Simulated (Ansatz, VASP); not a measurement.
# CuO: VASP beside Ansatz

```
CELL_PARAMETERS angstrom
3.17953 -0.01590 0.00000
-1.60353 2.76151 0.00000
0.00000 0.00000 4.43149
ATOMIC_POSITIONS crystal
Cu 0.00000 0.00000 0.00000
Cu 0.00000 0.00000 0.50000
O 0.33333 0.66667 0.25000
O 0.66667 0.33333 0.75000
```

The cell comes from a database or a generator and needn't be the stable form of this composition.

Alike in both runs: task single point; functional PBE; k mesh 8 × 8 × 5; occupations fermi-dirac, width 0.05 eV; no spin polarisation.

```csv
,VASP,Ansatz
version,VASP 6.6.1,Ansatz 0.2.0
potentials or method,"VASP PAW PBE potentials, release 64 (Cu, O)",Ansatz PAW
plane-wave cutoff (eV),520,420
valence electrons in the cell,34,50
```

|  | VASP | Ansatz | Ansatz less VASP |
| --- | --- | --- | --- |
| gap on the k mesh at the Fermi level (eV) | none | none | - |
| pressure (GPa) | 6.6 | 6.2 | -0.37 |
| largest component of the traceless stress (GPa) | 31.39 | 31.16 | -0.229 |
| rms of the force components (eV/Å) | 0.016 | 0.018 | +0.0012 |

Atom by atom the forces differ by 0.001 eV/Å (rms over components). A gap of «none» marks a metal or a gap that the smearing closes. The two sets of potentials don't hold the same shells in valence.

Caveats: the run has no spin polarisation, though such a crystal can be magnetic; semilocal functionals often make such compounds metallic where correlation or magnetic order opens a gap, which also shifts bond lengths; the pressure holds a Pulay correction of +0.8 GPa for the finite cutoff (Ansatz).
